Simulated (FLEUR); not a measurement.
I: equation of state with PBE

I:

```xyz
1
Lattice="-1.6175 1.6175 4.2648 1.6175 -1.6175 4.2648 1.6175 1.6175 -4.2648" Properties=species:S:1:pos:R:3 pbc="T T T"
I     0.0000    0.0000    0.0000
```

```yaml
Program: FLEUR MaX-R8.1 (later development tree)
Task: equation of state
Functional: PBE
Potentials_or_basis: all-electron
Basis: FLAPW
Kmax: 3.8 1/bohr
k_mesh: 11 × 11 × 11
Occupations: fermi-dirac, width 0.05 eV
Spin: no spin polarisation
```

```json
{"Equilibrium volume": "44.91 Å³/atom", "Bulk modulus at fixed shape and positions": "22 GPa", "Pressure derivative of the bulk modulus": "5.4"}
```

Energy against volume, from the lowest point:
| volume (Å³/atom) | energy (meV/atom) |
| --- | --- |
| 41.952 | 15.63 |
| 42.845 | 7.22 |
| 43.737 | 2.15 |
| 44.630 | 0.00 |
| 45.522 | 0.42 |
| 46.415 | 3.14 |
| 47.308 | 7.84 |

Caveat: the cell was scaled at fixed shape and fractional positions, which overstates the stiffness of a crystal with free parameters, most of all of layers and chains. The run has no spin-orbit coupling, so splittings on I are missing.
